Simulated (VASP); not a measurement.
**WS2: band structure with PBE0**

The system is WS2, a slab with vacuum.

```
W S
1.0
     3.18352    0.00000    0.00000
    -1.59176    2.75701    0.00000
     0.00000    0.00000   16.95058
W S
1 2
Direct
  0.00000 0.00000 0.00000
  0.33333 0.66667 0.09200
  0.33333 0.66667 0.90800
```

- Program: VASP 6.6.1
- Task: band structure
- Functional: PBE0
- Potentials or basis: VASP PAW PBE potentials, release 64 (W_sv, S)
- Cutoff: 520 eV
- k mesh: 6 × 6 × 1
- Occupations: gaussian, width 0.02 eV
- Spin: no spin polarisation
- Ladder: gaps
- Grid for exact exchange (PRECFOCK): Fast
- Exchange at q = 0: truncated
- Further INCAR settings: ALGO = Normal; EDIFF = 1e-07

```yaml
Largest_force: 0.263 eV/Å
Band_gap_on_the_k_mesh: 2.96 eV, direct
Band_gap_along_the_path: 2.96 eV, direct
```

Forces in eV/Å, atoms in the order of the input:
```
W    0.000  0.000  0.000
S    0.000  0.000 -0.263
S    0.000  0.000  0.263
```

Levels at the corners of the path, in eV from the valence-band top:
```csv
point,band 11,band 12,band 13,band 14,band 15,band 16
Γ,-1.91,-1.91,-0.03,4.32,4.32,4.48
M,-2.56,-1.60,-1.16,4.24,4.75,5.62
M,-2.56,-1.60,-1.16,4.24,4.75,5.62
K,-3.77,-2.85,0.00,2.96,4.89,5.61
K,-3.77,-2.85,0.00,2.96,4.89,5.61
Γ,-1.91,-1.91,-0.03,4.32,4.32,4.48
Γ,-1.91,-1.91,-0.03,4.32,4.32,4.48
A,-1.91,-1.91,-0.03,4.32,4.32,4.48
A,-1.91,-1.91,-0.03,4.32,4.32,4.48
L,-2.56,-1.60,-1.16,4.24,4.75,5.62
L,-2.56,-1.60,-1.16,4.24,4.75,5.63
H,-3.77,-2.85,0.00,2.96,4.89,5.61
H,-3.77,-2.85,0.00,2.96,4.89,5.61
A,-1.91,-1.91,-0.03,4.32,4.32,4.48
L,-2.56,-1.60,-1.16,4.24,4.75,5.62
M,-2.56,-1.60,-1.16,4.24,4.75,5.63
K,-3.77,-2.85,0.00,2.96,4.89,5.61
H,-3.77,-2.85,0.00,2.96,4.89,5.61
```

Run time: 11 min on 4 MPI ranks on AMD EPYC 9R14 (Zen 4), with other jobs on the host, peak memory 0.29 GiB a rank.

Caveat: the PAW data sets were made with another functional, which shifts forces and pressure a little; spin-orbit coupling is left out, which moves the levels of the heavy elements.
